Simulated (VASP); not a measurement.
# CdSe (Cadmoselite) (P6_3mc) in VASP: a series of runs, part 2 of 2

VASP 6.6.1. Earlier steps stand in the parts before.

**4. Single point, PBEsol+D3(BJ)**

This run uses another cell than the first one, of 27.36 Å³/atom, 0.881 times its volume.

INCAR reads:

```
PREC = Accurate ; ENCUT = 520
EDIFF = 1E-6 ; ISMEAR = -1
SIGMA = 0.05 ; LREAL = F
LASPH = T ; NELM = 100
ALGO = Normal ; ISIF = 2
LWAVE = F ; LCHARG = F
GGA = PS ; IVDW = 12
NBANDS = 26
```

KPOINTS reads:

```
Automatic mesh
0
Gamma
  7 7 4
```

POSCAR reads:

```
CdSe
1.0
    4.2609978554      0.0000000000      0.0000000000
   -2.1304989277      3.6901323883      0.0000000000
    0.0000000000      0.0000000000      6.9592253487
Cd Se
2 2
Direct
    0.6666666667      0.3333333333      0.5047759144
    0.3333333333      0.6666666667      0.0047759144
    0.6666666667      0.3333333333      0.8802240856
    0.3333333333      0.6666666667      0.3802240856
```

Potentials or basis: VASP PAW PBE potentials, release 64 (Cd, Se).

Launch:

```bash
$ cat potpaw_PBE.64/Cd/POTCAR potpaw_PBE.64/Se/POTCAR > POTCAR
$ mpirun -np 1 vasp_std > vasp.out
```

OUTCAR:

```text
PREC = Accurate
   ENCUT = 520
   EDIFF = 1E-6
   ISMEAR = -1
   LREAL = F
   LASPH = T
   NELM = 100
   ISIF = 2
   GGA = PS
   IVDW = 12
 IVDW          = 12

 ion  position               nearest neighbor table
   1  0.667  0.333  0.505-   4 2.61   4 2.61   4 2.61   3 2.61
   2  0.333  0.667  0.005-   3 2.61   3 2.61   3 2.61   4 2.61
   3  0.667  0.333  0.880-   2 2.61   2 2.61   2 2.61   1 2.61
   4  0.333  0.667  0.380-   1 2.61   1 2.61   1 2.61   2 2.61

  LATTYP: Found a hexagonal cell.
[... 896 lines left out ...]

  FORCE on cell =-STRESS in cart. coord.  units (eV):
  Direction    XX          YY          ZZ          XY          YZ          ZX
  --------------------------------------------------------------------------------------
  -------------------------------------------------------------------------------------
  Total       0.10243     0.10243     0.11294     0.00000    -0.00000     0.00000
  in kB       1.49975     1.49975     1.65366     0.00000    -0.00000     0.00000
  external pressure =        1.55 kB  Pullay stress =        0.00 kB

 VOLUME and BASIS-vectors are now :
 -----------------------------------------------------------------------------
  energy-cutoff  :      520.00
  volume of cell :      109.42
      direct lattice vectors                 reciprocal lattice vectors
     4.260997855  0.000000000  0.000000000     0.234686811  0.135496494  0.000000000
    -2.130498928  3.690132388  0.000000000     0.000000000  0.270992987  0.000000000
     0.000000000  0.000000000  6.959225349     0.000000000  0.000000000  0.143694154

 POSITION                                       TOTAL-FORCE (eV/Angst)
 -----------------------------------------------------------------------------------
      2.13050      1.23004      3.51285         0.000000      0.000000      0.001372
     -0.00000      2.46009      0.03324        -0.000000      0.000000      0.001372
      2.13050      1.23004      6.12568        -0.000000      0.000000     -0.001372
     -0.00000      2.46009      2.64607         0.000000      0.000000     -0.001372
 -----------------------------------------------------------------------------------
    total drift:                               -0.000000     -0.000000      0.000690

  FREE ENERGIE OF THE ION-ELECTRON SYSTEM (eV)
  ---------------------------------------------------
  free  energy   TOTEN  =       -13.5391931120 eV

  energy  without entropy=      -13.5391600407  energy(sigma->0) =      -13.53917658
```

OSZICAR:

```text
N       E                     dE             d eps       ncg     rms          rms(c)
DAV:   1     0.242718905115E+03    0.24272E+03   -0.17401E+04  1248   0.126E+03
DAV:   2    -0.209898260420E+00   -0.24293E+03   -0.23472E+03  1344   0.311E+02
DAV:   3    -0.129767124725E+02   -0.12767E+02   -0.12694E+02  1530   0.719E+01
DAV:   4    -0.130844290352E+02   -0.10772E+00   -0.10758E+00  1358   0.606E+00
DAV:   5    -0.130850341320E+02   -0.60510E-03   -0.60508E-03  1448   0.448E-01    0.900E+00
DAV:   6    -0.123704051102E+02    0.71463E+00   -0.13054E+00  1608   0.123E+01    0.709E+00
DAV:   7    -0.123326002669E+02    0.37805E-01   -0.50236E-01  1300   0.374E+00    0.282E+00
DAV:   8    -0.123285217109E+02    0.40786E-02   -0.59061E-02  1316   0.254E+00    0.380E-01
DAV:   9    -0.123280258390E+02    0.49587E-03   -0.75273E-03  1400   0.104E+00    0.120E-01
DAV:  10    -0.123280466904E+02   -0.20851E-04   -0.71584E-04  1312   0.289E-01    0.596E-02
DAV:  11    -0.123281032730E+02   -0.56583E-04   -0.15574E-04  1308   0.846E-02    0.255E-02
DAV:  12    -0.123280964244E+02    0.68486E-05   -0.45504E-05  1458   0.772E-02    0.939E-03
DAV:  13    -0.123280978413E+02   -0.14169E-05   -0.60194E-06  1306   0.189E-02    0.458E-03
DAV:  14    -0.123280976965E+02    0.14485E-06   -0.48031E-07   820   0.484E-03
   1 F= -.13539193E+02 E0= -.13539177E+02  d E =-.330712E-04
```

stdout:

```text
POSCAR found type information on POSCAR CdSe
 POSCAR found :  2 types and       4 ions
 scaLAPACK will be used
 -----------------------------------------------------------------------------
|                                                                             |
|                                                                             |
|     You enforced a specific xc type in the INCAR file but a different       |
|     I HOPE YOU KNOW WHAT YOU ARE DOING!                                     |
|                                                                             |
 -----------------------------------------------------------------------------

 LDA part: xc-table for (Slater+PW92), standard interpolation
 POSCAR, INCAR and KPOINTS ok, starting setup
 FFT: planning ... GRIDC
 FFT: planning ... GRID_SOFT
 FFT: planning ... GRID
 WAVECAR not read
 entering main loop
```

Wall time 35 s (1 thread of AMD EPYC 9R45 (Zen 5), shared host); peak memory 0.22 GiB.

What came out:

```yaml
Free_energy: -13.5392 eV
Pressure: 0.2 GPa
Band_gap_on_the_k_mesh: 0.60 eV, direct
Dispersion_energy_per_atom: -0.303 eV
```

Caveat: three body term missing; the PAW data sets were made with another functional, which shifts forces and pressure a little.

**5. Single point, PBEsol+D4**

This run uses another cell than the first one, of 27.58 Å³/atom, 0.889 times its volume.

INCAR reads:

```
SYSTEM = CdSe
  ALGO = Normal
  EDIFF = 1E-6
  ENCUT = 520
  GGA = PS
  ISIF = 2
  ISMEAR = -1
  IVDW = 13
  LASPH = .TRUE.
  LCHARG = .TRUE.
  LELF = .TRUE.
  LREAL = .FALSE.
  LVHAR = .TRUE.
  LWAVE = .FALSE.
  NBANDS = 26
  NELM = 100
  PREC = Accurate
  SIGMA = 0.05
```

KPOINTS reads:

```
k-points
0
G
  7 7 4
  0 0 0
```

POSCAR reads:

```
CdSe
1.0
    4.2733681906      0.0000000000      0.0000000000
   -2.1366840953      3.7008454128      0.0000000000
    0.0000000000      0.0000000000      6.9762881736
Cd Se
2 2
Direct
    0.6666666667      0.3333333333      0.5046992713
    0.3333333333      0.6666666667      0.0046992713
    0.6666666667      0.3333333333      0.8803007287
    0.3333333333      0.6666666667      0.3803007287
```

Launch:

```bash
$ cat potpaw_PBE.64/Cd/POTCAR potpaw_PBE.64/Se/POTCAR > POTCAR
$ mpirun -np 1 vasp_std > vasp.out
```

It took 39 s on 1 thread of AMD EPYC 9R45 (Zen 5), shared host; peak memory 0.22 GiB.

The run converged. Its results:

| Property | Result |
| --- | --- |
| Free energy | -13.1179 eV |
| Pressure | 0.4 GPa |
| Band gap on the k mesh | 0.58 eV, direct |
| Dispersion energy per atom | -0.195 eV |

Forces in eV/Å, atoms in the order of the input:
```
Cd   0.000  0.000  0.002
Cd   0.000  0.000  0.002
Se   0.000  0.000 -0.002
Se   0.000  0.000 -0.002
```

Levels at points of the mesh, in eV from the valence-band top:
```
           k point  band 14  band 15  band 16  band 17  band 18  band 19  band 20  band 21  band 22  band 23
(0.00, 0.00, 0.00)    -0.80    -0.80    -0.06     0.00     0.00     0.58     2.12     5.78     5.78     6.06
(0.00, 0.00, 0.50)    -2.77    -0.42    -0.42    -0.42    -0.42     2.31     2.31     5.77     5.77     6.18
```

Caveat: the PAW data sets were made with another functional, which shifts forces and pressure a little.

**6. Single point, PBEsol**

This run uses another cell than the first one, of 28.12 Å³/atom, 0.906 times its volume.

INCAR reads:

```
  PREC = Accurate
  ENCUT = 520
  EDIFF = 1E-6
  ISMEAR = -1
  SIGMA = 0.05
  LREAL = F
  LASPH = T
  NELM = 100
  ALGO = Normal
  ISIF = 2
  LWAVE = F
  LCHARG = F
  GGA = PS
  NBANDS = 26
```

KPOINTS reads:

```
Automatic mesh
0
Gamma
  7 7 4
```

POSCAR reads:

```
CdSe
1.0
    4.3013173515      0.0000000000      0.0000000000
   -2.1506586757      3.7250500961      0.0000000000
    0.0000000000      0.0000000000      7.0211311896
Cd Se
2 2
Direct
    0.6666666667      0.3333333333      0.5046767458
    0.3333333333      0.6666666667      0.0046767458
    0.6666666667      0.3333333333      0.8803232542
    0.3333333333      0.6666666667      0.3803232542
```

Potentials or basis: VASP PAW PBE potentials, release 64 (Cd, Se).

Launch:

```bash
$ cat potpaw_PBE.64/Cd/POTCAR potpaw_PBE.64/Se/POTCAR > POTCAR
$ mpirun -np 1 vasp_std > vasp.out
```

It took 36 s on 1 thread of AMD EPYC 9R45 (Zen 5), shared host; peak memory 0.21 GiB.

Results (log left out):

```
Free energy            : -12.3498 eV
Pressure               : 0.4 GPa
Band gap on the k mesh : 0.54 eV, direct
```

Levels at points of the mesh, in eV from the valence-band top:
```csv
k point,band 16,band 17,band 18,band 19,band 20,band 21
"(0.00, 0.00, 0.00)",-0.05,0.00,0.00,0.54,2.10,5.78
"(0.00, 0.00, 0.50)",-0.41,-0.41,-0.41,2.28,2.28,5.74
```

Caveat: the PAW data sets were made with another functional, which shifts forces and pressure a little.

**7. The runs side by side**

```tsv
level	cell	gap on the mesh (eV)	pressure (GPa)
RPBE	a = 4.445, b = 4.445, c = 7.256 Å, angles 90.0, 90.0, 120.0°, 4 atoms	0.62	0.2
PBEsol+D3(BJ)	a = 4.255, b = 4.255, c = 6.951 Å, angles 90.0, 90.0, 120.0°, 4 atoms	0.60	0.4
PBEsol+D3(BJ)	a = 4.261, b = 4.261, c = 6.959 Å, angles 90.0, 90.0, 120.0°, 4 atoms	0.60	0.2
PBEsol+D4	a = 4.273, b = 4.273, c = 6.976 Å, angles 90.0, 90.0, 120.0°, 4 atoms	0.58	0.4
PBEsol	a = 4.301, b = 4.301, c = 7.021 Å, angles 90.0, 90.0, 120.0°, 4 atoms	0.54	0.4
```

Alike in all rows: task single point; potentials or basis VASP PAW PBE potentials, release 64 (Cd, Se); no spin polarisation; k mesh 7 × 7 × 4; cutoff (eV) 520; smearing fermi-dirac 0.05 eV.

Caveats: the PAW data sets were made with another functional, which shifts forces and pressure a little; three body term missing (some runs).

Total energies depend on the potentials used, so only differences within one code and one set of settings carry meaning.

**8. Against experiment**

Step 2. Against the measured gap of CdSe, 1.841 eV (2 K; a printed reference work, data compilation), the calculated 0.62 eV is off by -1.22 eV. So large a miss can be the level of theory's own, or it may mean another phase, state or a wrong row. Spin-orbit coupling on Cd, Se is left out. The value is that of RPBE, without temperature or zero-point motion. Semilocal functionals fall short of measured gaps as a rule.

Step 3. A measured gap of CdSe is 1.841 eV (2 K; a printed reference work, data compilation); the calculated 0.60 eV misses it by -1.24 eV. So large a miss can be the level of theory's own, or it may mean another phase, state or a wrong row. Spin-orbit coupling on Cd, Se is left out. The value is that of PBEsol+D3(BJ), without temperature or zero-point motion. Semilocal functionals fall short of measured gaps as a rule.

Step 4. Measured gap of CdSe: 1.841 eV (2 K; a printed reference work, data compilation). This calculation gives 0.60 eV (-1.24 eV). So large a miss can be the level of theory's own, or it may mean another phase, state or a wrong row. Spin-orbit coupling on Cd, Se is left out. The value is that of PBEsol+D3(BJ), without temperature or zero-point motion. Semilocal functionals fall short of measured gaps as a rule.

Step 5. Measured gap of CdSe: 1.841 eV (2 K; a printed reference work, data compilation). This calculation gives 0.58 eV (-1.26 eV). So large a miss can be the level of theory's own, or it may mean another phase, state or a wrong row. Spin-orbit coupling on Cd, Se is left out. The value is that of PBEsol+D4, without temperature or zero-point motion. Semilocal functionals fall short of measured gaps as a rule.

Step 6. Against the measured gap of CdSe, 1.841 eV (2 K; a printed reference work, data compilation), the calculated 0.54 eV is off by -1.30 eV. So large a miss can be the level of theory's own, or it may mean another phase, state or a wrong row. Spin-orbit coupling on Cd, Se is left out. The value is that of PBEsol, without temperature or zero-point motion. Semilocal functionals fall short of measured gaps as a rule.
